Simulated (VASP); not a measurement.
# C: gap renormalisation by electron-phonon coupling, 6 variants

C, Fd-3m (no. 227), 2 atoms in the cell. PBEsol, electron-phonon self-energy by perturbation theory (Fan-Migdal and Debye-Waller); PAW potentials C (PBE set).

| Variation | Zero-point change of the fundamental gap (meV) | Change of the fundamental gap at 300 K (meV) | Gap without the coupling (eV) | Time (s) |
|---|---|---|---|---|
| as recommended | -312.4 | -317.9 | 4.055 | 554 |
| pseudo matrix elements (VDQ) | -333.2 | -340.1 | 4.055 | 556 |
| adiabatic self-energy | -317.9 | -323.3 | 4.055 | 556 |
| five broadenings in one run (0.005 eV shown) | -312.5 | -318.2 | 4.055 | 556 |
| sums over more and more bands in one run (124 bands shown) | -371.3 | -381.5 | 4.055 | 540 |
| acoustic sum rule applied otherwise | -312.4 | -317.9 | 4.055 | 555 |

## Input of the first row

INCAR.step1:
```
  PREC = Accurate
  ENCUT = 520
  EDIFF = 1E-8
  LREAL = False
  LASPH = True
  LWAVE = False
  LCHARG = False
  ALGO = Normal
  NELM = 100
  ISMEAR = 0
  SIGMA = 0.01
  EFERMI = MIDGAP
  GGA = PS
  IBRION = 2
  ISIF = 3
  NSW = 60
  EDIFFG = -0.001
```

INCAR.step2:
```
  PREC = Accurate
  ENCUT = 520
  EDIFF = 1E-7
  LREAL = False
  LASPH = True
  LWAVE = False
  LCHARG = False
  ALGO = Normal
  NELM = 100
  ISMEAR = 0
  SIGMA = 0.01
  EFERMI = MIDGAP
  GGA = PS
  IBRION = 6
  NFREE = 2
  POTIM = 0.015
  NSW = 1
  ELPH_POT_GENERATE = True
  ELPH_POT_LATTICE = 0.0000000000 1.7783250637 1.7783250637 1.7783250637 0.0000000000 1.7783250637 1.7783250637 1.7783250637 0.0000000000
  KPAR = 4
```

INCAR.step3:
```
  PREC = Accurate
  ENCUT = 520
  EDIFF = 1E-8
  LREAL = False
  LASPH = True
  LWAVE = False
  LCHARG = False
  ALGO = Normal
  NELM = 100
  ISMEAR = 0
  SIGMA = 0.01
  EFERMI = MIDGAP
  GGA = PS
  ELPH_MODE = RENORM
  ELPH_SELFEN_TEMPS = 0 100 200 300 400 500 600
  ELPH_SELFEN_DELTA = 0.01
  KPAR = 8
  ELPH_NBANDS = -2
```

KPOINTS.step1:
```
k-points
0
Gamma
  14 14 14
```

KPOINTS.step2:
```
Automatic mesh
0
Gamma
  3 3 3
  0 0 0
```

KPOINTS.step3:
```
k-points
0
Gamma
  9 9 9
```

KPOINTS_ELPH:
```
Automatic mesh
0
Gamma
  9 9 9
  0 0 0
```

POSCAR.step1:
```
C
1.0
    0.0000000000      1.7833700000      1.7833700000
    1.7833700000      0.0000000000      1.7833700000
    1.7833700000      1.7833700000      0.0000000000
C
2
Direct
    0.7500000000      0.7500000000      0.7500000000
    0.5000000000      0.5000000000      0.5000000000
```

POSCAR.step2:
```
C
 1.0000000000000000
     0.0000000000000000    5.3349751911503294    5.3349751911503294
     5.3349751911503294    0.0000000000000000    5.3349751911503294
     5.3349751911503294    5.3349751911503294    0.0000000000000000
 C
  54
Direct
  0.2500000000000000  0.2500000000000000  0.2500000000000000
  0.2500000000000000  0.2500000000000000  0.5833333333333334
  0.2500000000000001  0.2500000000000001  0.9166666666666667
  0.2500000000000000  0.5833333333333334  0.2500000000000000
  0.2500000000000000  0.5833333333333334  0.5833333333333334
  0.2500000000000003  0.5833333333333336  0.9166666666666666
  0.2500000000000002  0.9166666666666666  0.2499999999999998
  0.2499999999999998  0.9166666666666666  0.5833333333333336
  0.2500000000000001  0.9166666666666664  0.9166666666666667
  0.5833333333333334  0.2500000000000000  0.2500000000000000
  0.5833333333333334  0.2500000000000000  0.5833333333333334
  0.5833333333333336  0.2500000000000003  0.9166666666666666
  0.5833333333333334  0.5833333333333334  0.2500000000000000
  0.5833333333333334  0.5833333333333334  0.5833333333333334
  0.5833333333333333  0.5833333333333333  0.9166666666666670
  0.5833333333333333  0.9166666666666667  0.2499999999999999
  0.5833333333333334  0.9166666666666670  0.5833333333333333
  0.5833333333333336  0.9166666666666666  0.9166666666666666
  0.9166666666666666  0.2500000000000001  0.2499999999999999
  0.9166666666666666  0.2499999999999997  0.5833333333333337
  0.9166666666666663  0.2499999999999999  0.9166666666666670
  0.9166666666666667  0.5833333333333333  0.2499999999999999
  0.9166666666666670  0.5833333333333334  0.5833333333333333
  0.9166666666666666  0.5833333333333336  0.9166666666666666
  0.9166666666666666  0.9166666666666666  0.2500000000000001
  0.9166666666666666  0.9166666666666666  0.5833333333333336
  0.9166666666666666  0.9166666666666666  0.9166666666666666
  0.1666666666666667  0.1666666666666667  0.1666666666666667
  0.1666666666666667  0.1666666666666667  0.4999999999999999
  0.1666666666666667  0.1666666666666667  0.8333333333333334
  0.1666666666666666  0.4999999999999998  0.1666666666666667
  0.1666666666666667  0.5000000000000000  0.4999999999999998
  0.1666666666666667  0.5000000000000000  0.8333333333333334
  0.1666666666666667  0.8333333333333334  0.1666666666666667
  0.1666666666666666  0.8333333333333334  0.5000000000000000
  0.1666666666666667  0.8333333333333334  0.8333333333333334
  0.4999999999999998  0.1666666666666666  0.1666666666666667
  0.5000000000000000  0.1666666666666667  0.4999999999999998
  0.5000000000000000  0.1666666666666667  0.8333333333333334
  0.4999999999999999  0.4999999999999999  0.1666666666666667
  0.4999999999999999  0.4999999999999999  0.4999999999999999
  0.4999999999999998  0.4999999999999998  0.8333333333333335
  0.4999999999999999  0.8333333333333334  0.1666666666666667
  0.5000000000000000  0.8333333333333335  0.4999999999999998
  0.4999999999999997  0.8333333333333330  0.8333333333333337
  0.8333333333333334  0.1666666666666667  0.1666666666666667
  0.8333333333333334  0.1666666666666666  0.5000000000000000
  0.8333333333333334  0.1666666666666667  0.8333333333333334
  0.8333333333333334  0.4999999999999999  0.1666666666666667
  0.8333333333333335  0.5000000000000000  0.4999999999999998
  0.8333333333333330  0.4999999999999997  0.8333333333333337
  0.8333333333333334  0.8333333333333334  0.1666666666666667
  0.8333333333333334  0.8333333333333334  0.5000000000000000
  0.8333333333333334  0.8333333333333334  0.8333333333333334
```

Commands (each step's output is kept before the next begins):
```
cat potpaw_PBE.64/C/POTCAR > POTCAR
cp INCAR.step1 INCAR
cp KPOINTS.step1 KPOINTS
cp POSCAR.step1 POSCAR
mpirun -np 8 vasp_std > vasp.out
cp CONTCAR POSCAR
cp INCAR.step2 INCAR
cp KPOINTS.step2 KPOINTS
cp POSCAR.step2 POSCAR
mpirun -np 8 vasp_std > vasp.out
cp CONTCAR_ELPH POSCAR
cp INCAR.step3 INCAR
cp KPOINTS.step3 KPOINTS
mpirun -np 8 vasp_std > vasp.out
```

Changes of the last row against the first:
```
(step 3)
+ IFC_ASR = 50
```

VASP 6.6.1 took 554 s on 8 cores (AMD EPYC 9R45 (Zen 5)), a shared host.
